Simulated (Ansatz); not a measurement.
# SnSe (Fm-3m), stationary points along a deformation path

Method: DFT PBEsol, scalar-relativistic, plane waves, PAW (Ansatz). Cutoff 420 eV, Γ-centred 10×10×10 k-points, Gaussian smearing of 0.05 eV. No spin polarisation. Energies are free energies at this smearing, counted from the undisturbed cell; pressure is positive in compression.

The undisturbed cell (relaxed at this level; with this scan's settings it stands at 0.1 GPa; this rock-salt form isn't the usual structure):

```
Sn Se
1.0
     0.00000    2.97275    2.97275
     2.97275    0.00000    2.97275
     2.97275    2.97275    0.00000
Sn Se
1 1
Direct
  0.00000 0.00000 0.00000
  0.50000 0.50000 0.50000
```

At fixed volume and fractional coordinates, lengths along (0.000, 0.000, 1.000) are scaled against those across it; ρ is that ratio over its starting value. V = 26.271 Å³/atom. Δσ is the stress along the axis less the mean stress across it (compression positive).

| ρ | ΔE (meV/atom) | Δσ (GPa) | space group |
| --- | --- | --- | --- |
| 0.650 | 1708.3 | 90.54 | I4/mmm |
| 0.707 | 1026.2 | 59.40 | I4/mmm |
| 0.780 | 517.9 | 38.15 | I4/mmm |
| 0.850 | 224.6 | 25.43 | I4/mmm |
| 0.920 | 56.7 | 12.95 | I4/mmm |
| 0.960 | 13.0 | 5.95 | I4/mmm |
| 1.000 | 0.0 | 0.00 | Fm-3m |
| 1.050 | 16.7 | -6.09 | I4/mmm |
| 1.100 | 60.2 | -10.76 | I4/mmm |
| 1.200 | 192.8 | -16.92 | I4/mmm |
| 1.300 | 361.7 | -21.13 | I4/mmm |
| 1.414 | 576.9 | -25.76 | I4/mmm |
| 1.500 | 743.4 | -26.76 | I4/mmm |

**Question.** How does the stress give the slope of the energy, and where is the energy stationary?

**Answer.** Along the path d ln(length) is 2/3 d ln ρ on the axis and −1/3 d ln ρ across it, so dE/d ln ρ = −(2/3) V Δσ: the energy falls with ρ where Δσ is positive. Δσ vanishes or changes sign at ρ = 1.000 (Fm-3m), a minimum at 0.0 meV/atom. Pairs of stationary points between two samples would go unseen, and could change a minimum read from distant neighbours into a maximum. At ρ = 1.000 the cell is cubic, where symmetry alone makes the stress isotropic and the slope zero.

**Question.** Which shear constant sets the curvature at ρ = 1?

**Answer.** For a cubic crystal E/V = (2/3) C (ln ρ)² with C = C′ = (C11 − C12)/2, so Δσ = −2C ln ρ. The parabola of Δσ against ln ρ through ρ = 0.960, 1 and 1.050 gives C ≈ 68 GPa with the ions clamped, rough because the steps are large.

**Question.** Integrate that slope from ρ = 1 to 0.850 by the trapezoid rule.

**Answer.** With V/N in Å³ and 1 eV/Å³ = 160.2 GPa the slopes at ρ = 1.000, 0.960, 0.920, 0.850 are 0, -651, -1416, -2779 meV/atom per unit of ln ρ. The steps add 13.3 + 44.0 + 166.0 = 223.2 meV/atom, against 224.6 from the energies; the trapezoid rule misses the curvature of the slope within each step.

The gap closes along the scan, which can put kinks into the curve.